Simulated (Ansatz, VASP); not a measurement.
## Two plane-wave programs on BN

File INCAR:

```
SYSTEM = BN
ALGO     = Normal         ! electronic algorithm
EDIFF    = 1E-6           ! SCF threshold, eV
ENCUT    = 520            ! plane-wave cutoff, eV
GGA      = PS             ! functional
ISIF     = 2              ! what is computed and relaxed
ISMEAR   = 0              ! smearing method
LASPH    = .TRUE.         ! aspherical terms in the spheres
LCHARG   = .FALSE.        ! write CHGCAR
LREAL    = .FALSE.        ! projectors in reciprocal space
LWAVE    = .FALSE.        ! write WAVECAR
NBANDS   = 11             ! bands
NELM     = 100            ! most SCF steps
PREC     = Accurate       ! precision mode
SIGMA    = 0.05           ! smearing width, eV
```

File KPOINTS:

```
k-points
0
G
  12 12 12
  0 0 0
```

Contents of POSCAR:

```
BN
1.0
    0.0000000000      1.8130010000      1.8130010000
    1.8130010000      0.0000000000      1.8130010000
    1.8130010000      1.8130010000      0.0000000000
B N
1 1
Direct
    0.0000000000      0.0000000000      0.0000000000
    0.7619418771      0.7460193743      0.7460193743
```

Input for Ansatz:

```yaml
crystal:
  lattice:
    - [0.0, 1.813001, 1.813001]
    - [1.813001, 0.0, 1.813001]
    - [1.813001, 1.813001, 0.0]
  atoms:
    - { symbol: B, position: [0.0, 0.0, 0.0] }
    - { symbol: "N", position: [0.7619418771, 0.7460193743, 0.7460193743] }
basis:
  ecutwfc: 420
kpoints:
  mp_grid: { grid: [12, 12, 12] }
hamiltonian:
  xc: pbesol
scf:
  occupations: { method: gaussian, width: 0.05 }
output:
  forces: true
  stress: true
  eigenvalues: true
```

Change from the starting cell: all N atoms moved -0.025 Å, as atom 2 towards its neighbour atom 1 (B) at 1.570 Å.

Alike in both runs: task single point; functional PBEsol; k mesh 12 × 12 × 12; occupations gaussian, width 0.05 eV; no spin polarisation.

|  | VASP | Ansatz |
| --- | --- | --- |
| version | VASP 6.6.1 | Ansatz 0.2.0 |
| potentials or method | VASP PAW PBE potentials, release 64 (B, N) | scalar-relativistic, plane waves, PAW |
| plane-wave cutoff (eV) | 520 | 420 |
| valence electrons in the cell | 8 | 8 |

|  | VASP | Ansatz | Ansatz less VASP |
| --- | --- | --- | --- |
| gap on the k mesh at the Fermi level (eV) | 4.01 | 4.03 | +0.013 |
| least direct gap on the mesh (eV) | 8.27 | 8.28 | +0.007 |
| pressure (GPa) | -5.6 | -6.1 | -0.56 |
| largest component of the traceless stress (GPa) | 0.22 | 0.18 | -0.049 |
| rms of the force components (eV/Å) | 0.323 | 0.321 | -0.0023 |

Atom by atom the forces differ by 0.002 eV/Å (rms over components). With one functional, cell and mesh, what is left measures potentials, basis and numerics.

Caveats: the PAW data sets were made with another functional, which shifts forces and pressure a little (VASP). A k mesh can miss the band edges.
